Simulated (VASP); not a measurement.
# CaO in VASP 6.6.1, single-point calculation

INCAR

```
NELM = 65
ENCUT = 520
GGA = PS
LREAL = .FALSE.
LWAVE = .FALSE.
LASPH = .TRUE.
NBANDS = 15
SIGMA = 0.01
IBRION = -1
NSW = 0
ISMEAR = 0
EDIFF = 1E-7
ICHARG = 12
PREC = Accurate
ISIF = 2
LCHARG = .FALSE.
```

KPOINTS

```
KPOINTS created by Atomic Simulation Environment
0
Gamma
8 8 8
0 0 0
```

POSCAR

```
Ca O
 1.0000000000000000
     2.9032089642333831    0.0000000000000000   -0.0000000000000000
    -0.0000000000000000    2.9032089642333831    0.0000000000000000
    -0.0000000000000000    0.0000000000000000    2.9032089642333831
 Ca  O
   1   1
Cartesian
  0.0000000000000000 -0.0000000000000000 -0.0000000000000000
  1.4516044821166916  1.4516044821166916  1.4516044821166916
```

The recommended PBE PAW datasets give the neutral cell 16 valence electrons.

Command

```
mpirun -np 1 vasp_std
```

Problem. Predict the outcome of this run.

Solution. It converged. Results: gap between bands v and c on the k mesh 5.66 eV; least direct gap on the k mesh 5.85 eV; pressure 115.9 GPa. Band v is the last that the valence electrons fill when counted band by band, and c is the next.

OSZICAR

```
N       E                     dE             d eps       ncg     rms          rms(c)
DAV:   1     0.115563298485E+03    0.11556E+03   -0.83535E+03  1050   0.110E+03
DAV:   2    -0.957995498544E+01   -0.12514E+03   -0.11809E+03  1345   0.291E+02
DAV:   3    -0.137843457873E+02   -0.42044E+01   -0.41839E+01  1170   0.553E+01
DAV:   4    -0.138816487832E+02   -0.97303E-01   -0.97242E-01  1559   0.736E+00
DAV:   5    -0.138827544681E+02   -0.11057E-02   -0.11057E-02  1184   0.654E-01
DAV:   6    -0.138827934995E+02   -0.39031E-04   -0.39031E-04  1591   0.825E-02
DAV:   7    -0.138827945888E+02   -0.10893E-05   -0.10893E-05  1094   0.112E-02
DAV:   8    -0.138827946310E+02   -0.42179E-07   -0.42231E-07  1000   0.207E-03
   1 F= -.13882795E+02 E0= -.13882795E+02  d E =-.940961E-15
```

These settings aren't sound, so the numbers aren't properties of the crystal.

The fault: density file missing or never updated.

On sound settings PBEsol gives a gap of 2.68 eV on its mesh and a pressure of -1.1 GPa for the intended cell. This run's energy (σ→0) differs from it by -696 meV an atom.
